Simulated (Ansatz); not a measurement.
Response of CsI to small distortions

```
CELL_PARAMETERS angstrom
4.56670 0.00000 0.00000
0.00000 4.56670 0.00000
0.00000 0.00000 4.56670
ATOMIC_POSITIONS crystal
Cs 0.00000 0.00000 0.00000
I 0.50000 0.50000 0.50000
```

Atom numbers follow the list: Cs1, I2.

Conventional cell: a = 4.567 Å, b = 4.567 Å, c = 4.567 Å, α = 90.00°, β = 90.00°, γ = 90.00°. Cs (atom 1) is surrounded by 8 I at 3.95 Å. Around I (atom 2) lie 8 Cs at 3.95 Å.

The cell is COD entry 9008790, as deposited and not checked against the literature; nothing was relaxed.

Spin–orbit coupling is left out, though it moves levels of the heavy atoms by tenths of an eV or more.

Computed with DFT, LDA, all-electron PAW with datasets made for the crystal, scalar-relativistic (Ansatz 0.2.0).

The runs use a Γ-centred 7×7×7 k mesh, Fermi–Dirac smearing of 0.01 eV, cutoff 180 eV (chosen by the program for this cell), no spin polarisation.

The unchanged cell is at -1.41 GPa.

x, y and z are the Cartesian axes of the cell as listed; fractional coordinates follow a strain, and an engineering shear is twice the off-diagonal strain component.

Vzz stands for the principal value of largest size of the field-gradient tensor, whatever its axis.

No spin–orbit coupling: at heavy atoms the gradients can be off by tens of per cent for that reason.

Question: One change gave: energy change under 1 meV/atom; stress change (xx, yy, zz, yz, xz, xy) 0.01, 0.01, 0.01, 0.05, 0.05, 0.05 GPa, compression positive; Vzz in 10²¹ V/m²: Cs1 0 → -0.64 (η = 0.00), I2 0 → -0.26 (η = 0.00); gap on the k mesh 3.55 → 3.55 eV. Which change was it?
A. equal xy, yz and zx engineering shear strains of +2 %
B. equal xy, yz and zx engineering shear strains of -1 %
C. equal xy, yz and zx engineering shear strains of +1 %
D. equal xy, yz and zx engineering shear strains of -2 %

Answer: B. For equal xy, yz and zx engineering shear strains of -2 %: energy change under 1 meV/atom; stress change (xx, yy, zz, yz, xz, xy) 0.03, 0.03, 0.03, 0.11, 0.11, 0.11 GPa, compression positive; Vzz in 10²¹ V/m²: Cs1 0 → -1.33 (η = 0.00), I2 0 → -0.58 (η = 0.00); gap on the k mesh 3.55 → 3.55 eV. For equal xy, yz and zx engineering shear strains of +1 %: energy change under 1 meV/atom; stress change (xx, yy, zz, yz, xz, xy) 0.01, 0.01, 0.01, -0.04, -0.04, -0.04 GPa, compression positive; Vzz in 10²¹ V/m²: Cs1 0 → 0.60 (η = 0.00), I2 0 → 0.21 (η = 0.00); gap on the k mesh 3.55 → 3.55 eV. For equal xy, yz and zx engineering shear strains of +2 %: energy change under 1 meV/atom; stress change (xx, yy, zz, yz, xz, xy) 0.02, 0.02, 0.02, -0.08, -0.08, -0.08 GPa, compression positive; Vzz in 10²¹ V/m²: Cs1 0 → 1.17 (η = 0.00), I2 0 → 0.37 (η = 0.00); gap on the k mesh 3.55 → 3.55 eV.
